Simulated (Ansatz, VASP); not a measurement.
Ta: VASP beside Ansatz

```
CELL_PARAMETERS angstrom
-1.66072 1.66072 1.66072
1.66072 -1.66072 1.66072
1.66072 1.66072 -1.66072
ATOMIC_POSITIONS crystal
Ta 0.00000 0.00000 0.00000
```

Alike in both runs: functional PBE; k mesh 13 × 13 × 13; occupations fermi-dirac, width 0.1 eV; no spin polarisation.

Ansatz relaxed the structure, and its values are those at the end. VASP's run is a single point on that final structure, the one shown.

|  | VASP | Ansatz |
| --- | --- | --- |
| version | VASP 6.6.1 | Ansatz 0.2.0 |
| potentials or method | VASP PAW PBE potentials, release 64 (Ta_pv) | plane waves (420 eV) with PAW, scalar-relativistic |
| plane-wave cutoff (eV) | 520 | 420 |
| valence electrons in the cell | 11 | 13 |

```csv
,VASP,Ansatz,Ansatz less VASP
pressure (GPa),0.1,0.0,-0.09
```

With one functional, cell and mesh, what is left measures potentials, basis and numerics. The two sets of potentials don't hold the same shells in valence.

Spin-orbit coupling is left out, which matters for the levels of Ta.
